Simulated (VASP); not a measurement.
# F2 in VASP: single point with HSE06

Aim: the single point of F2 with HSE06.

Everything below comes from runs of VASP 6.6.1. Logs are shortened: lines on timing, memory, paths and dates and some standing lists are left out, and cuts for length are marked.

## (1) The molecule as given

The cell holds a molecule in a box, 2 atoms: a = 10.000 Å, b = 10.500 Å, c = 11.000 Å, α = 90.00°, β = 90.00°, γ = 90.00°.

## (2) Single point, HSE06

POSCAR

```
F
1.0
   10.0000000000      0.0000000000      0.0000000000
    0.0000000000     10.5000000000      0.0000000000
    0.0000000000      0.0000000000     11.0000000000
F
2
Direct
    0.5000000000      0.5000000000      0.4359400000
    0.5000000000      0.5000000000      0.5640700000
```

INCAR.step1

```
PREC = Accurate
ENCUT = 520
EDIFF = 1E-5
ISMEAR = 0
SIGMA = 0.02
LREAL = False
LASPH = True
NELM = 80
ALGO = Normal
ISIF = 2
LWAVE = True
LCHARG = False
NBANDS = 14
GGA = PE
```

INCAR.step2

```
PREC = Accurate
ENCUT = 520
EDIFF = 1E-6
ISMEAR = 0
SIGMA = 0.02
LREAL = False
LASPH = True
NELM = 80
ALGO = Normal
ISIF = 2
LWAVE = False
LCHARG = False
GGA = PE
LHFCALC = True
HFSCREEN = 0.2
PRECFOCK = Fast
NBANDS = 14
ISTART = 1
```

KPOINTS

```
Automatic mesh
0
Gamma
  1 1 1
```

Potentials or basis: VASP PAW PBE potentials, release 64 (F).

Run with:

```sh
$ cat potpaw_PBE.64/F/POTCAR > POTCAR
$ cp INCAR.step1 INCAR
$ mpirun -np 1 vasp_std > vasp.out
$ cp INCAR.step2 INCAR
$ mpirun -np 1 vasp_std > vasp.out
```

OUTCAR:

```text
PREC = Accurate
   ENCUT = 520
   EDIFF = 1E-6
   ISMEAR = 0
   LREAL = False
   LASPH = True
   NELM = 80
   ISIF = 2
   GGA = PE
   LHFCALC = True
   HFSCREEN = 0.2
   PRECFOCK = Fast
   ISTART = 1

 ion  position               nearest neighbor table
   1  0.500  0.500  0.436-   2 1.41
   2  0.500  0.500  0.564-   1 1.41

  LATTYP: Found a simple orthorhombic cell.
 ALAT       =    10.0000000000
 B/A-ratio  =     1.0500000000
 C/A-ratio  =     1.1000000000

  Lattice vectors:

 A1 = (  10.0000000000,   0.0000000000,   0.0000000000)
 A2 = (   0.0000000000,  10.5000000000,   0.0000000000)
 A3 = (   0.0000000000,   0.0000000000,  11.0000000000)

Analysis of symmetry for initial positions (statically):
=====================================================================
 Subroutine PRICEL returns:
 Original cell was already a primitive cell.

 Routine SETGRP: Setting up the symmetry group for a
 simple orthorhombic supercell.

 Subroutine GETGRP returns: Found  8 space group operations
 (whereof  4 operations were pure point group operations)
 out of a pool of  8 trial point group operations.

The static configuration has the point symmetry C_2v.
 The point group associated with its full space group is D_2h.

Analysis of symmetry for dynamics (positions and initial velocities):
=====================================================================
 Subroutine PRICEL returns:
 Original cell was already a primitive cell.

 Routine SETGRP: Setting up the symmetry group for a
 simple orthorhombic supercell.

 Subroutine GETGRP returns: Found  8 space group operations
 (whereof  4 operations were pure point group operations)
 out of a pool of  8 trial point group operations.

The dynamic configuration has the point symmetry C_2v.
 The point group associated with its full space group is D_2h.

 Subroutine INISYM returns: Found  8 space group operations
 (whereof  4 operations are pure point group operations),
 and found     1 'primitive' translations

----------------------------------------------------------------------------------------

                                     Primitive cell

  volume of cell :    1155.0000

  direct lattice vectors                    reciprocal lattice vectors
    10.000000000  0.000000000  0.000000000     0.100000000  0.000000000  0.000000000
[... 71 lines left out ...]
   TEBEG  =    0.0;   TEEND  =   0.0 temperature during run
   PSTRESS=    0.0 pullay stress
   NELECT =      14.0000    total number of electrons
   NUPDOWN=      -1.0000    fix difference up-down
   EMIN   =  10.00;   EMAX   =-10.00  energy-range for DOS
   EFERMI =   0.00;   METHOD = LEGACY
   ISMEAR =     0;   SIGMA  =   0.02  broadening in eV -4-tet -1-fermi 0-gaus
   EFERMI_NEDOS =   21; number of points for ismear=-14 and -15
   IALGO  =     38    algorithm
   IMIX   =      1    mixing-type and parameters
     AMIX     =   0.40;   BMIX     =  1.00
     AMIX_MAG =   1.60;   BMIX_MAG =  1.00
  volume/ion in A,a.u.               =     577.50      3897.16
  Fermi-wavevector in a.u.,A,eV,Ry     =   0.376060  0.710650  1.924149  0.141421
  Thomas-Fermi vector in A             =   1.307622
   LORBIT       =      0    0 simple, 1 ext, 2 COOP (PROOUT), +10 PAW based schemes
   GGA     = PE    functional components
   LHFCALC =     T    Hartree Fock is set to
   PRECFOCK=fast      Normal, Fast or Accurate (Low or Medium for compatibility)
   ENCUT4O =  -1.0   cutoff for four orbital integrals eV
   NKREDX  =     1    reduce k-point grid by
   NKREDY  =     1    reduce k-point grid by
   NKREDZ  =     1    reduce k-point grid by
   AEXX    =    0.2500 exact exchange contribution
   HFSCREEN=    0.2000 screening length (either q_TF or 0.3 A-1)
   HFSCREENC=   0.2000 screening length for correlation (either q_TF or 0.3 A-1)
   ENCUTFOCK=  -1.0 apply spherical cutoff to Coloumb kernel
   IVDW    =     0    specifies the selected vdW correction
   LEPSILON=     F    determine dielectric tensor
   LRPA    =     F    only Hartree local field effects (RPA)
 non-spin polarized calculation
 Gauss-broadening in eV      SIGMA  =   0.02
  energy-cutoff  :      520.00
  volume of cell :     1155.00
 maximum number of plane-waves:     31095
 NGX is ok and might be reduce to    80
  NGX = 40; NGY = 40; NGZ = 42

 number of electron      13.9999989 magnetization

 Free energy of the ion-electron system (eV)
  ---------------------------------------------------
  ext. energy  EPLUGINS =         0.00000000
  ---------------------------------------------------
  free energy    TOTEN  =        -6.51635077 eV

  energy without entropy =       -6.51635077  energy(sigma->0) =       -6.51635077

 E-fermi : -11.0733     XC(G=0):  -0.4371

 val. band max:      -11.2883844492   @ k =   0.0000   0.0000   0.0000
 cond. band min:      -4.3065159273   @ k =   0.0000   0.0000   0.0000
 fundamental gap:      6.9818685218
 Fermi energy:       -11.0733406586

 k-point     1 :       0.0000    0.0000    0.0000
  band No.  band energies     occupation
      1     -37.3657      2.00000
      2     -30.6856      2.00000
      3     -16.4207      2.00000
      4     -14.8502      2.00000
      5     -14.8492      2.00000
      6     -11.2895      2.00000
      7     -11.2884      2.00000
      8      -4.3065      0.00000
      9      -0.2030      0.00000
     10       1.0105      0.00000
     11       1.0652      0.00000
     12       1.1661      0.00000
     13       1.2559      0.00000
     14       1.2924      0.00000

------------------------ aborting loop because EDIFF is reached ----------------------------------------

  FORCE on cell =-STRESS in cart. coord.  units (eV):
  Direction    XX          YY          ZZ          XY          YZ          ZX
  --------------------------------------------------------------------------------------
  -------------------------------------------------------------------------------------
  Total       -0.1002690     -0.1113641     -1.2263145      0.0000000      0.0000000      0.0000000
  in kB       -0.1390898     -0.1544805     -1.7011025      0.0000000      0.0000000      0.0000000
  external PRESSURE =      -0.6648909 kB  Pullay stress =       0.0000000 kB

 VOLUME and BASIS-vectors are now :
 -----------------------------------------------------------------------------
  energy-cutoff  :      520.00
  volume of cell :     1155.00
      direct lattice vectors                 reciprocal lattice vectors
    10.000000000  0.000000000  0.000000000     0.100000000  0.000000000  0.000000000
     0.000000000 10.500000000  0.000000000     0.000000000  0.095238095  0.000000000
     0.000000000  0.000000000 11.000000000     0.000000000  0.000000000  0.090909091

 POSITION                                       TOTAL-FORCE (eV/Angst)
 -----------------------------------------------------------------------------------
      5.00000      5.25000      4.79534         0.000000      0.000000      0.764403
      5.00000      5.25000      6.20477         0.000000      0.000000     -0.764403
 -----------------------------------------------------------------------------------
    total drift:                                0.000000      0.000000      0.000003

  FREE ENERGIE OF THE ION-ELECTRON SYSTEM (eV)
  ---------------------------------------------------
  free  energy   TOTEN  =        -6.5163507662 eV

  energy  without entropy=       -6.5163507662  energy(sigma->0) =       -6.51635077
```

OUTCAR.step1:

```text
PREC = Accurate
   ENCUT = 520
   EDIFF = 1E-5
   ISMEAR = 0
   LREAL = False
[... 219 lines left out ...]
      5.00000      5.25000      4.79534         0.000000      0.000000     -0.545540
      5.00000      5.25000      6.20477         0.000000      0.000000      0.545540
 -----------------------------------------------------------------------------------
    total drift:                                0.000000     -0.000000     -0.000000

  FREE ENERGIE OF THE ION-ELECTRON SYSTEM (eV)
  ---------------------------------------------------
  free  energy   TOTEN  =        -3.6143096599 eV

  energy  without entropy=       -3.6143096599  energy(sigma->0) =       -3.61430966
```

Run time: 4.3 min. Hardware: 1 thread of Intel Xeon Platinum 8488C (Sapphire Rapids), shared host; peak memory 1 GiB.

What came out:

```yaml
Free_energy: -6.5164 eV
Largest_force: 0.764 eV/Å
Gap_between_the_frontier_levels: 6.98 eV
```

Forces in eV/Å, atoms in the order of the input:
```
F    0.000  0.000  0.764
F    0.000  0.000 -0.764
```

Caveat: the PAW data sets were made with another functional, which shifts forces and pressure a little.
